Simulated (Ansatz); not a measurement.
Input for Ansatz (plane-wave DFT, PAW):

```yaml
crystal:
  lattice:
    - [0.0, 3.1730126705, 3.1730126705]
    - [3.1730126705, 0.0, 3.1730126705]
    - [3.1730126705, 3.1730126705, 0.0]
  atoms:
    - { symbol: Se, position: [0.5, 0.5, 0.5] }
    - { symbol: Se, position: [0.75, 0.75, 0.75] }
basis:
  ecutwfc: 420
kpoints:
  mp_grid: { grid: [12, 12, 12] }
hamiltonian:
  xc: lda
scf:
  occupations: { method: gaussian, width: 0.1 }
output:
  forces: true
  stress: true
  eigenvalues: true
```

Command:
```bash
ansatz run input.yaml --threads 1 --pin off --max-ram 1331MiB --backend cpu --events-out ev --progress --plain --runs-dir out
```

Method: Ansatz 0.2.0, DFT LDA, scalar-relativistic, plane waves, PAW.

Abridged output (iterations and final results):

```
SCF iter   1: F=—  HF=-10765.354001 eV  |F-HF|=—  |Δ(HF+E_count)|=         —  Δρ=3.75e-3  dr2=4.99e-3  ethr=1.77e-3  ⟨swp⟩=5.3  Hψ=6498  notcnv=0
SCF iter   2: F=—  HF=-10765.352082 eV  |F-HF|=—  |Δ(HF+E_count)|=   1.92e-3  Δρ=3.95e-4  dr2=7.43e-5  ethr=1.56e-5  ⟨swp⟩=2.4  Hψ=3230  notcnv=0
SCF iter   3: F=—  HF=-10765.352045 eV  |F-HF|=—  |Δ(HF+E_count)|=   3.73e-5  Δρ=1.14e-4  dr2=1.55e-5  ethr=2.32e-7  ⟨swp⟩=2.0  Hψ=2601  notcnv=0
SCF iter   4: F=—  HF=-10765.352022 eV  |F-HF|=—  |Δ(HF+E_count)|=   2.25e-5  Δρ=3.68e-5  dr2=9.14e-7  ethr=4.83e-8  ⟨swp⟩=2.0  Hψ=2606  notcnv=0
SCF iter   5: F=-10765.352022 eV  HF=-10765.352022 eV  |F-HF|=1.28e-8  |Δ(HF+E_count)|=   1.13e-7  Δρ=9.53e-6  dr2=6.62e-8  ethr=2.86e-9  ⟨swp⟩=2.0  Hψ=2600  notcnv=0
SCF iter   6: F=-10765.352022 eV  HF=-10765.352022 eV  |F-HF|=2.36e-10  |Δ(HF+E_count)|=   7.08e-9  Δρ=1.20e-6  dr2=1.08e-9  ethr=2.07e-10  ⟨swp⟩=2.8  Hψ=4669  notcnv=0
SCF 1 converged in 6 iterations: F = -10765.352022 eV  dr2 = 1.08e-9
SCF converged after 6 iterations
Free energy (F): -10765.352022 eV
Harris-Foulkes:  -10765.352022 eV  (|F-HF|=2.36e-10)
Internal energy: -10765.344094 eV  (E = F + TS)
E sigma→0 (E₀):  -10765.348058 eV
Entropy (-TS):   -0.007928 eV (-3.964 meV/atom)
Fermi energy:    5.222195 eV
--- Per-component energies (eV) ---
  E_band       = -882.362684
  E_kinetic    = 232.243827
  E_local      = -5506.124910  (includes V_loc(G=0)·N_el)
  E_nonlocal   = -1175.406220
  E_hartree    = 2668.013310
  E_xc         = -204.134638
  E_vxc        = -192.876012  (∫ρ·V_xc dr)
  E_paw        = -3655.260254  (= ΣΔE_a)
  E_vpaw       = 423.774061  (= ΣTr[D̂ρ^β])
  E_aug_tail   = -0.001185  (compensation charges beyond the density's cutoff)
  E_ewald      = -3129.108749
  E_core_change = 4.434725  (= ΣΔE_core)
  E_smearing   = -0.007928  (= −TS)
--- Forces (eV/Å), atoms counted from 1 ---
  atom   1  Se     0.00000000     0.00000000     0.00000000
  atom   2  Se     0.00000000     0.00000000     0.00000000
--- Stress (GPa, compression-positive) ---
       -3.369418       0.000000       0.000000
        0.000000      -3.369418       0.000000
        0.000000       0.000000      -3.369418
  P = ⅓ Tr σ = -3.3694 GPa (-33.694 kbar)
--- Band table (eV; the first three rows and the last of 72) ---
  k-point 0: bands = ["-43.4148", "-43.4148", "-43.4148", "-43.4100", "-43.4100", "-43.3986", "-43.3986", "-43.3959", "-43.3959", "-43.3959", "-9.9746", "-5.1123", "1.9067", "1.9067", "1.9067", "4.5062", "4.5062", "4.5062", "9.3268", "12.9363"]
  k-point 1: bands = ["-43.4150", "-43.4150", "-43.4147", "-43.4098", "-43.4098", "-43.3989", "-43.3989", "-43.3960", "-43.3957", "-43.3957", "-9.9302", "-5.2185", "1.8432", "1.8432", "1.8713", "4.5811", "4.5999", "4.5999", "9.5605", "12.7022"]
  k-point 2: bands = ["-43.4153", "-43.4153", "-43.4143", "-43.4093", "-43.4093", "-43.3994", "-43.3994", "-43.3964", "-43.3953", "-43.3953", "-9.8007", "-5.5097", "1.6889", "1.6889", "1.7501", "4.8332", "4.8332", "4.8548", "10.1468", "12.3813"]
  k-point 71: bands = ["-43.4176", "-43.4176", "-43.4068", "-43.4068", "-43.4044", "-43.4044", "-43.4029", "-43.4029", "-43.3929", "-43.3929", "-8.0194", "-8.0194", "0.2349", "0.2349", "4.0573", "4.0573", "6.6655", "6.6655", "11.0707", "11.0707"]
```

The calculation finished and met its thresholds.

Spin polarisation was left out, and a magnetic state may lie lower.